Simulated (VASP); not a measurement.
Input of a VASP 6.6.1 run:

Contents of INCAR:

```
PREC     = Accurate       # precision mode
ENCUT    = 600            # plane-wave cutoff, eV
EDIFF    = 1E-7           # SCF threshold, eV
ISMEAR   = 0              # smearing method
SIGMA    = 0.03           # smearing width, eV
LREAL    = F              # projectors in reciprocal space
LASPH    = T              # aspherical terms in the spheres
NELM     = 80             # most SCF steps
ALGO     = Normal         # electronic algorithm
ISIF     = 3              # what is computed and relaxed
LWAVE    = F              # write WAVECAR
LCHARG   = F              # write CHGCAR
GGA      = PS             # functional
IBRION   = 2              # ionic algorithm
NSW      = 90             # ionic steps
EDIFFG   = -0.005         # ionic threshold
```

Contents of KPOINTS:

```
Automatic mesh
0
Gamma
  8 8 8
```

Contents of POSCAR:

```
CdSe                                    
1.0
    0.0000000000      3.0462071948      3.0462071948
    3.0462071948      0.0000000000      3.0462071948
    3.0462071948      3.0462071948      0.0000000000
  Cd              Se            
     1     1
Direct
     0.0000000000000000    0.0000000000000000    0.0000000000000000
     0.2500000000000000    0.2500000000000000    0.2500000000000000
```

Potentials or basis: VASP PAW PBE potentials, release 64 (Cd, Se).

Run with:

```bash
$ cat potpaw_PBE.64/Cd/POTCAR potpaw_PBE.64/Se/POTCAR > POTCAR
$ mpirun -np 1 vasp_std > vasp.out
```

**Question.** Estimate the band gap on the k mesh.

**Answer.** 0.47 eV, direct.

Final structure:
```cif
data_structure
_symmetry_space_group_name_H-M 'P 1'
_symmetry_Int_Tables_number 1
_cell_length_a 4.3080
_cell_length_b 4.3080
_cell_length_c 4.3080
_cell_angle_alpha 60.000
_cell_angle_beta 60.000
_cell_angle_gamma 60.000
_cell_volume 56.53
loop_
_atom_site_label
_atom_site_type_symbol
_atom_site_fract_x
_atom_site_fract_y
_atom_site_fract_z
_atom_site_occupancy
Cd1 Cd 0.00000 0.00000 0.00000 1
Se1 Se 0.25000 0.25000 0.25000 1
```

Caveat: the relaxation stopped at its first step, so nothing moved.
